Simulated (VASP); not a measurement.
# MgS (Fm-3m) in VASP: band structure with PBE+D3(BJ)

Aim: the band structure of MgS with PBE+D3(BJ).

Program: VASP 6.6.1. These are calculated values, not measurements. Logs are shortened: lines on timing, memory, paths and dates and some standing lists are left out, and cuts for length are marked.

### 1 The crystal as given

Symmetry: Fm-3m, No. 225, cubic system. Conventional cell: a = 5.149 Å, b = 5.149 Å, c = 5.149 Å, α = 90.00°, β = 90.00°, γ = 90.00°. Around Mg (site symmetry m-3m) lie 6 S at 2.57 Å. Around S (site symmetry m-3m) lie 6 Mg at 2.57 Å.

The cell was built by a generator and needn't be a form met in nature.

### 2 Band structure, PBE+D3(BJ)

The input, INCAR:

```
SYSTEM = MgS
PREC     = Accurate       ! precision mode
ENCUT    = 520            ! plane-wave cutoff, eV
EDIFF    = 1E-6           ! SCF threshold, eV
ISMEAR   = 0              ! smearing method
SIGMA    = 0.02           ! smearing width, eV
LREAL    = .False.        ! projectors in reciprocal space
LASPH    = .True.         ! aspherical terms in the spheres
NELM     = 80             ! most SCF steps
ALGO     = Normal         ! electronic algorithm
ISIF     = 2              ! what is computed and relaxed
LWAVE    = .False.        ! write WAVECAR
LCHARG   = .False.        ! write CHGCAR
GGA      = PE             ! functional
IVDW     = 12             ! dispersion correction
```

The input, KPOINTS:

```
Automatic mesh
0
Gamma
  10 10 10
  0 0 0
```

The input, POSCAR:

```
MgS                                     
1.0
   -0.0000000000      2.5745497716      2.5745497716
    2.5745497716     -0.0000000000      2.5745497716
    2.5745497716      2.5745497716      0.0000000000
  Mg              S             
     1     1
Direct
     0.0000000000000000    0.0000000000000000    0.0000000000000000
     0.5000000000000000    0.5000000000000000    0.5000000000000000
```

The input, KPOINTS_OPT:

```
path GXWKGLUWLK,UX
15
line-mode
reciprocal
 0.0000000000  0.0000000000  0.0000000000  G
 0.5000000000  0.0000000000  0.5000000000  X

 0.5000000000  0.0000000000  0.5000000000  X
 0.5000000000  0.2500000000  0.7500000000  W

 0.5000000000  0.2500000000  0.7500000000  W
 0.3750000000  0.3750000000  0.7500000000  K

 0.3750000000  0.3750000000  0.7500000000  K
 0.0000000000  0.0000000000  0.0000000000  G

 0.0000000000  0.0000000000  0.0000000000  G
 0.5000000000  0.5000000000  0.5000000000  L

 0.5000000000  0.5000000000  0.5000000000  L
 0.6250000000  0.2500000000  0.6250000000  U

 0.6250000000  0.2500000000  0.6250000000  U
 0.5000000000  0.2500000000  0.7500000000  W

 0.5000000000  0.2500000000  0.7500000000  W
 0.5000000000  0.5000000000  0.5000000000  L

 0.5000000000  0.5000000000  0.5000000000  L
 0.3750000000  0.3750000000  0.7500000000  K

 0.6250000000  0.2500000000  0.6250000000  U
 0.5000000000  0.0000000000  0.5000000000  X
```

Potentials or basis: VASP PAW PBE potentials, release 64 (Mg, S).

The run is started by

```console
$ cat potpaw_PBE.64/Mg/POTCAR potpaw_PBE.64/S/POTCAR > POTCAR
$ mpirun -np 1 vasp_std > vasp.out
```

OUTCAR:

```text
SYSTEM = MgS
   PREC = Accurate
   ENCUT = 520
   EDIFF = 1E-6
   ISMEAR = 0
   LREAL = .False.
   LASPH = .True.
   NELM = 80
   ISIF = 2
   GGA = PE
   IVDW = 12
 IVDW          = 12

 ion  position               nearest neighbor table
   1  0.000  0.000  0.000-   2 2.57   2 2.57   2 2.57   2 2.57   2 2.57   2 2.57
   2  0.500  0.500  0.500-   1 2.57   1 2.57   1 2.57   1 2.57   1 2.57   1 2.57

  LATTYP: Found a face centered cubic cell.
 ALAT       =     5.1490995432

  Lattice vectors:

 A1 = (   0.0000000000,   2.5745497716,   2.5745497716)
 A2 = (   2.5745497716,   0.0000000000,   2.5745497716)
 A3 = (   2.5745497716,   2.5745497716,   0.0000000000)

Analysis of symmetry for initial positions (statically):
=====================================================================
 Subroutine PRICEL returns:
 Original cell was already a primitive cell.

 Routine SETGRP: Setting up the symmetry group for a
 face centered cubic supercell.

 Subroutine GETGRP returns: Found 48 space group operations
 (whereof 48 operations were pure point group operations)
 out of a pool of 48 trial point group operations.

The static configuration has the point symmetry O_h .

Analysis of symmetry for dynamics (positions and initial velocities):
=====================================================================
 Subroutine PRICEL returns:
 Original cell was already a primitive cell.

 Routine SETGRP: Setting up the symmetry group for a
 face centered cubic supercell.

 Subroutine GETGRP returns: Found 48 space group operations
 (whereof 48 operations were pure point group operations)
 out of a pool of 48 trial point group operations.

The dynamic configuration has the point symmetry O_h .

 Subroutine INISYM returns: Found 48 space group operations
 (whereof 48 operations are pure point group operations),
 and found     1 'primitive' translations

----------------------------------------------------------------------------------------

                                     Primitive cell

  volume of cell :      34.1298

  direct lattice vectors                    reciprocal lattice vectors
     0.000000000  2.574549772  2.574549772    -0.194208714  0.194208714  0.194208714
     2.574549772  0.000000000  2.574549772     0.194208714 -0.194208714  0.194208714
     2.574549772  2.574549772  0.000000000     0.194208714  0.194208714 -0.194208714

  length of vectors
     3.640963204  3.640963204  3.640963204     0.336379360  0.336379360  0.336379360

  position of ions in fractional coordinates (direct lattice)
     0.000000000  0.000000000  0.000000000
     0.500000000  0.500000000  0.500000000

  ion indices of the primitive-cell ions
   primitive index   ion index
                 1           1
                 2           2

----------------------------------------------------------------------------------------

 KPOINTS: Automatic mesh

Automatic generation of k-mesh.
 Grid dimensions read from file:
 generate k-points for:   10   10   10

 Generating k-lattice:

  Cartesian coordinates                     Fractional coordinates (reciprocal lattice)
    -0.019420871  0.019420871  0.019420871     0.100000000  0.000000000  0.000000000
     0.019420871 -0.019420871  0.019420871     0.000000000  0.100000000  0.000000000
     0.019420871  0.019420871 -0.019420871     0.000000000  0.000000000  0.100000000

  Length of vectors
     0.033637936  0.033637936  0.033637936

  Shift w.r.t. Gamma in fractional coordinates (k-lattice)
     0.000000000  0.000000000  0.000000000

 Subroutine IBZKPT returns following result:
 ===========================================

 Found     47 irreducible k-points:

 Following reciprocal coordinates:
            Coordinates               Weight
  0.000000  0.000000  0.000000      1.000000
  0.100000  0.000000  0.000000      8.000000
  0.200000  0.000000  0.000000      8.000000
  0.300000  0.000000  0.000000      8.000000
  0.400000  0.000000  0.000000      8.000000
  0.500000  0.000000  0.000000      4.000000
[... 16 lines left out ...]
  0.300000  0.300000  0.000000      6.000000
  0.400000  0.300000  0.000000     24.000000
 [... further k-points ...]
   k-points           NKPTS =     47   k-points in BZ     NKDIM =     47   number of bands    NBANDS=      8
   number of dos      NEDOS =    301   number of ions     NIONS =      2
   total plane-waves  NPLWV =  21952
   dimension x,y,z NGX =    28 NGY =   28 NGZ =   28
   dimension x,y,z NGXF=    56 NGYF=   56 NGZF=   56
   ions per type =               1   1
   NGX,Y,Z   is equivalent  to a cutoff of  12.78, 12.78, 12.78 a.u.
   NGXF,Y,Z  is equivalent  to a cutoff of  25.57, 25.57, 25.57 a.u.
 SYSTEM =  MgS
   PREC   = accura    normal or accurate (medium, high low for compatibility)
   ISTART =      0    job   : 0-new  1-cont  2-samecut
   ICHARG =      2    charge: 1-file 2-atom 10-const
   ISPIN  =      1    spin polarized calculation?
   LNONCOLLINEAR =      F non collinear calculations
   LSORBIT =      F    spin-orbit coupling
   LASPH  =      T    aspherical Exc in radial PAW
   ENCUT  =  520.0 eV  38.22 Ry    6.18 a.u.   6.77  6.77  6.77*2*pi/ulx,y,z
   NELM   =     80;   NELMIN=  2; NELMDL= -5     # of ELM steps
   EDIFF  = 0.1E-05   stopping-criterion for ELM
   LREAL  =      F    real-space projection
   EDIFFG = 0.1E-04   stopping-criterion for IOM
   NSW    =      0    number of steps for IOM
   IBRION =     -1    ionic relax: 0-MD 1-quasi-New 2-CG
   NFREE  =      0    steps in history (QN), initial steepest desc. (CG)
   ISIF   =      2    stress and relaxation
   ISYM   =      2    0-nonsym 1-usesym 2-fastsym
   POTIM  = 0.5000    time-step for ionic-motion
   TEBEG  =    0.0;   TEEND  =   0.0 temperature during run
   PSTRESS=    0.0 pullay stress
   NELECT =       8.0000    total number of electrons
   NUPDOWN=      -1.0000    fix difference up-down
   EMIN   =  10.00;   EMAX   =-10.00  energy-range for DOS
   EFERMI =   0.00;   METHOD = LEGACY
   ISMEAR =     0;   SIGMA  =   0.02  broadening in eV -4-tet -1-fermi 0-gaus
   EFERMI_NEDOS =   21; number of points for ismear=-14 and -15
   IALGO  =     38    algorithm
   IMIX   =      4    mixing-type and parameters
     AMIX     =   0.40;   BMIX     =  1.00
     AMIX_MAG =   1.60;   BMIX_MAG =  1.00
  volume/ion in A,a.u.               =      17.06       115.16
  Fermi-wavevector in a.u.,A,eV,Ry     =   1.009393  1.907476 13.862620  1.018874
  Thomas-Fermi vector in A             =   2.142318
   LORBIT       =      0    0 simple, 1 ext, 2 COOP (PROOUT), +10 PAW based schemes
   GGA     = PE    functional components
   LHFCALC =     F    Hartree Fock is set to
   AEXX    =    0.0000 exact exchange contribution
   IVDW    =    12    specifies the selected vdW correction
   LEPSILON=     F    determine dielectric tensor
   LRPA    =     F    only Hartree local field effects (RPA)
 non-spin polarized calculation
 Gauss-broadening in eV      SIGMA  =   0.02
  energy-cutoff  :      520.00
  volume of cell :       34.13
 maximum number of plane-waves:       941
   NGX = 13   NGY = 13   NGZ = 13

 number of electron       7.9999999 magnetization

 Free energy of the ion-electron system (eV)
  ---------------------------------------------------
  ext. energy  EPLUGINS =         0.00000000
  ---------------------------------------------------
  free energy    TOTEN  =        -8.48730758 eV

  energy without entropy =       -8.48730758  energy(sigma->0) =       -8.48730758

 E-fermi :   4.1461     XC(G=0):  -9.8186

 val. band max:        4.0099193984   @ k =   0.0000   0.0000   0.0000
 cond. band min:       6.8534574069   @ k =   0.5000   0.5000   0.0000
 fundamental gap:      2.8435380085
 Fermi energy:         4.1460770389

 k-point     1 :       0.0000    0.0000    0.0000
  band No.  band energies     occupation
      1      -8.8396      2.00000
      2       4.0099      2.00000
      3       4.0099      2.00000
      4       4.0099      2.00000
      5       7.9736      0.00000
      6      11.9430      0.00000
      7      11.9430      0.00000
      8      11.9430      0.00000

 k-point     2 :       0.1000    0.0000    0.0000
  band No.  band energies     occupation
      1      -8.7373      2.00000
      2       3.2728      2.00000
      3       3.9388      2.00000
      4       3.9388      2.00000
      5       8.5490      0.00000
      6      11.7001      0.00000
      7      12.1368      0.00000
      8      12.1368      0.00000

 k-point     3 :       0.2000    0.0000    0.0000
  band No.  band energies     occupation
      1      -8.4477      2.00000
      2       1.8513      2.00000
      3       3.7661      2.00000
      4       3.7661      2.00000
      5       9.1181      0.00000
      6      11.9365      0.00000
      7      12.1372      0.00000
      8      12.1372      0.00000

 k-point     4 :       0.3000    0.0000    0.0000
  band No.  band energies     occupation
      1      -8.0334      2.00000
      2       0.4514      2.00000
      3       3.5749      2.00000
      4       3.5749      2.00000
      5       8.9569      0.00000
      6      11.5655      0.00000
      7      11.5655      0.00000
      8      13.1918      0.00000

 k-point     5 :       0.4000    0.0000    0.0000
  band No.  band energies     occupation
      1      -7.6303      2.00000
      2      -0.5903      2.00000
      3       3.4346      2.00000
      4       3.4346      2.00000
      5       8.7008      0.00000
      6      11.1137      0.00000
      7      11.1137      0.00000
      8      14.2927      0.00000
[... 177 lines left out ...]
 k-point    22 :      -0.2000    0.2000    0.0000
  band No.  band energies     occupation
      1      -7.8993      2.00000
      2       0.7093      2.00000
      3       2.2762      2.00000
      4       3.6219      2.00000
      5      10.3378      0.00000
      6      11.4181      0.00000
      7      11.4303      0.00000
      8      11.9630      0.00000

 k-point    23 :       0.3000    0.3000    0.0000
  band No.  band energies     occupation
      1      -7.7857      2.00000
      2       0.8306      2.00000
      3       2.7464      2.00000
      4       2.7464      2.00000
      5       8.4256      0.00000
      6       9.1225      0.00000
      7      13.3615      0.00000
      8      15.0815      0.00000

 k-point    24 :       0.4000    0.3000    0.0000
  band No.  band energies     occupation
      1      -7.4817      2.00000
      2       0.2936      2.00000
      3       2.3011      2.00000
      4       2.5867      2.00000
      5       8.0294      0.00000
      6       9.1801      0.00000
      7      13.7303      0.00000
      8      14.6483      0.00000

 [... further k-points ...]

------------------------ aborting loop because EDIFF is reached ----------------------------------------

 Edisp (eV)   -0.73401

 E8    (eV) :    -0.2953

  FORCE on cell =-STRESS in cart. coord.  units (eV):
  Direction    XX          YY          ZZ          XY          YZ          ZX
  --------------------------------------------------------------------------------------
  -------------------------------------------------------------------------------------
  Total      -0.00467    -0.00467    -0.00467     0.00000     0.00000    -0.00000
  in kB      -0.21921    -0.21921    -0.21921     0.00000     0.00000    -0.00000
  external pressure =       -0.22 kB  Pullay stress =        0.00 kB

 VOLUME and BASIS-vectors are now :
 -----------------------------------------------------------------------------
  energy-cutoff  :      520.00
  volume of cell :       34.13
      direct lattice vectors                 reciprocal lattice vectors
     0.000000000  2.574549772  2.574549772    -0.194208714  0.194208714  0.194208714
     2.574549772  0.000000000  2.574549772     0.194208714 -0.194208714  0.194208714
     2.574549772  2.574549772  0.000000000     0.194208714  0.194208714 -0.194208714

 POSITION                                       TOTAL-FORCE (eV/Angst)
 -----------------------------------------------------------------------------------
      0.00000      0.00000      0.00000         0.000000      0.000000      0.000000
      2.57455      2.57455      2.57455        -0.000000     -0.000000      0.000000
 -----------------------------------------------------------------------------------
    total drift:                                0.000000      0.000000      0.000000

  FREE ENERGIE OF THE ION-ELECTRON SYSTEM (eV)
  ---------------------------------------------------
  free  energy   TOTEN  =        -9.2213137712 eV

  energy  without entropy=       -9.2213137712  energy(sigma->0) =       -9.22131377
```

Wall time 22 s (1 thread of Intel Xeon Platinum 8488C (Sapphire Rapids), shared host); peak memory 0.18 GiB.

Results:

```
Free energy                : -9.2213 eV
Pressure                   : 0.0 GPa
Band gap on the k mesh     : 2.84 eV, indirect (least direct gap 3.96 eV)
Band gap along the path    : 2.84 eV, indirect (least direct gap 3.96 eV)
Dispersion energy per atom : -0.367 eV
```

Levels at the corners of the path, in eV from the valence-band top:
| point | band 1 | band 2 | band 3 | band 4 | band 5 | band 6 | band 7 | band 8 |
| --- | --- | --- | --- | --- | --- | --- | --- | --- |
| Γ | -12.85 | 0.00 | 0.00 | 0.00 | 3.96 | 7.93 | 7.93 | 7.93 |
| X | -11.07 | -4.36 | -1.75 | -1.75 | 2.84 | 4.30 | 12.32 | 12.91 |
| X | -11.07 | -4.36 | -1.75 | -1.75 | 2.84 | 4.30 | 12.32 | 12.91 |
| W | -11.02 | -3.36 | -3.36 | -2.45 | 5.38 | 8.00 | 8.00 | 8.19 |
| W | -11.02 | -3.36 | -3.36 | -2.45 | 5.38 | 8.00 | 8.00 | 8.19 |
| K | -11.07 | -3.85 | -3.31 | -1.42 | 3.95 | 6.75 | 9.83 | 10.26 |
| K | -11.07 | -3.85 | -3.31 | -1.42 | 3.95 | 6.75 | 9.83 | 10.26 |
| Γ | -12.85 | 0.00 | 0.00 | 0.00 | 3.96 | 7.93 | 7.93 | 7.93 |
| Γ | -12.85 | 0.00 | 0.00 | 0.00 | 3.96 | 7.93 | 7.93 | 7.93 |
| L | -11.46 | -5.00 | -0.63 | -0.63 | 4.59 | 6.94 | 6.94 | 10.46 |
| L | -11.46 | -5.00 | -0.63 | -0.63 | 4.59 | 6.94 | 6.94 | 10.46 |
| U | -11.07 | -3.85 | -3.31 | -1.42 | 3.95 | 6.75 | 9.83 | 10.26 |
| U | -11.07 | -3.85 | -3.31 | -1.42 | 3.95 | 6.75 | 9.83 | 10.26 |
| W | -11.02 | -3.36 | -3.36 | -2.45 | 5.38 | 8.00 | 8.00 | 8.19 |
| W | -11.02 | -3.36 | -3.36 | -2.45 | 5.38 | 8.00 | 8.00 | 8.19 |
| L | -11.46 | -5.00 | -0.63 | -0.63 | 4.59 | 6.94 | 6.94 | 10.46 |
| L | -11.46 | -5.00 | -0.63 | -0.63 | 4.59 | 6.94 | 6.94 | 10.46 |
| K | -11.07 | -3.85 | -3.31 | -1.42 | 3.95 | 6.75 | 9.83 | 10.26 |
| U | -11.07 | -3.85 | -3.31 | -1.42 | 3.95 | 6.75 | 9.83 | 10.26 |
| X | -11.07 | -4.36 | -1.75 | -1.75 | 2.84 | 4.30 | 12.32 | 12.91 |
